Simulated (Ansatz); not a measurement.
## SrO: stiffness from a series of strains

```xyz
2
Lattice="0.0000 2.5698 2.5698 2.5698 0.0000 2.5698 2.5698 2.5698 0.0000" Properties=species:S:1:pos:R:3 pbc="T T T"
Sr    0.0000    0.0000    0.0000
O     2.5698    2.5698    2.5698
```

Atom numbers follow the list: Sr1, O2.

The conventional cell has a = 5.140 Å, b = 5.140 Å, c = 5.140 Å, α = 90.00°, β = 90.00°, γ = 90.00°. Around Sr (atom 1) lie 6 O at 2.57 Å. O (atom 2) is surrounded by 6 Sr at 2.57 Å.

The cell is COD entry 1100027, as deposited and not checked against the literature; nothing was relaxed. It is an old determination, and later ones may differ.

Theory: DFT, PBE, all-electron LAPW, scalar-relativistic in Ansatz 0.2.0.

Sampling and basis: a Γ-centred 8×8×8 k mesh, Fermi–Dirac smearing of 0.02 eV, basis error target 0.25 meV/atom, no spin polarisation.

The strain is applied along the Cartesian axes of the cell as listed (the other components stay zero). Fractional coordinates are held (clamped ions).

σ is the change of stress from the unstrained cell, which is at 2.92 GPa; tension is positive, so slopes are stress–strain coefficients at that pressure.

Only quantities that a quadratic follows smoothly over the whole series are listed; rougher ones are left out.

```tsv
εzz	σzz (GPa)	σxx (GPa)
-0.0300	-6.83	-1.67
-0.0200	-4.27	-1.09
-0.0100	-2.01	-0.53
0.0000	0.00	0.00
0.0100	1.77	0.51
0.0300	4.70	1.46
```

(1) Fit the series and read off the stiffness at zero strain.

(2) One run, at εzz = 0.0200, is withheld. Predict its row.

## Answers

(1) Least-squares fits y = p0 + p1 x + p2 x² to the rows give σzz (GPa): p1 = 192, p2 = -1200; σxx (GPa): p1 = 52.2, p2 = -120. So C11 = 192 GPa and C12 = 52 GPa, which gives B = (C11 + 2 C12)/3 = 99 GPa.

(2) The fits give 3.36, 1.00; the run gave 3.33, 0.99.
